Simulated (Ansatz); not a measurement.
# Si: the cost of one run

Program: Ansatz 0.2.0. Level of theory: DFT LDA, scalar-relativistic, plane waves, PAW. These are calculated values, not measurements.

29 further runs of the same task are left out: 29 set aside as unsound or not needed. Runs told in other sessions of the task aren't counted.

## Step 1: The system as given

The structure is trigonal, space group P-3m1 (No. 164). Conventional cell: a = 3.585 Å, b = 3.585 Å, c = 28.000 Å, α = 90.00°, β = 90.00°, γ = 120.00°. Si (site symmetry 3m) has 3 Si at 2.19 Å in its first shell of neighbours.

Coordinates:

```cif
data_structure
_symmetry_space_group_name_H-M 'P-3m1'
_symmetry_Int_Tables_number 164
_cell_length_a 3.5850
_cell_length_b 3.5850
_cell_length_c 28.0000
_cell_angle_alpha 90.000
_cell_angle_beta 90.000
_cell_angle_gamma 120.000
_cell_volume 311.65
loop_
_atom_site_label
_atom_site_type_symbol
_atom_site_symmetry_multiplicity
_atom_site_Wyckoff_symbol
_atom_site_fract_x
_atom_site_fract_y
_atom_site_fract_z
_atom_site_occupancy
Si1 Si 2 d 0.33333 0.66667 0.51275 1
```

This is the geometry of the first run shown, built on a cell relaxed beforehand with the same method.

## Step 2: What is varied

Atoms count from 1 in the order of the input.

The lattice constant and the buckling of a sheet are varied, nothing relaxed.

- lattice constant a of the sheet (both vectors scaled alike): 8 values from 3.585 to 4.015 Å
- buckling: height of Si1 above Si2: 8 values from 0.000 to 1.000 Å

Nothing else is relaxed. Points are written as (first, second).

## Step 3: Point (3.585 Å, 0.714 Å)

Along c the cell is not periodic, so the sheet has no images above or below.

Input file input.yaml:

```yaml
crystal:
  lattice:
    - [3.585, 0.0, 0.0]
    - [-1.7925, 3.1047010726, 0.0]
    - [0.0, 0.0, 28.0]
  atoms:
    - { symbol: Si, position: [0.3333333333, 0.6666666667, 0.51275] }
    - { symbol: Si, position: [0.6666666667, 0.3333333333, 0.48725] }
  periodic: [true, true, false]
basis:
  ecutwfc: 420
kpoints:
  mp_grid: { grid: [15, 15, 1] }
hamiltonian:
  xc: lda
  pseudopotentials: { kind: paw, azcp: { folder: soft_1 } }
scf:
  occupations: { method: gaussian, width: 0.1 }
output:
  forces: true
  stress: true
  eigenvalues: true
```

Launch:

```
ansatz run input.yaml --threads 1 --pin off --max-ram 3072MiB --backend cpu --events-out ev --progress --plain --runs-dir out
```

Q: Estimate wall time and peak memory on 1 thread of Arm Neoverse V1, shared host.

About 5.6 s, with a peak of 0.39 GiB.
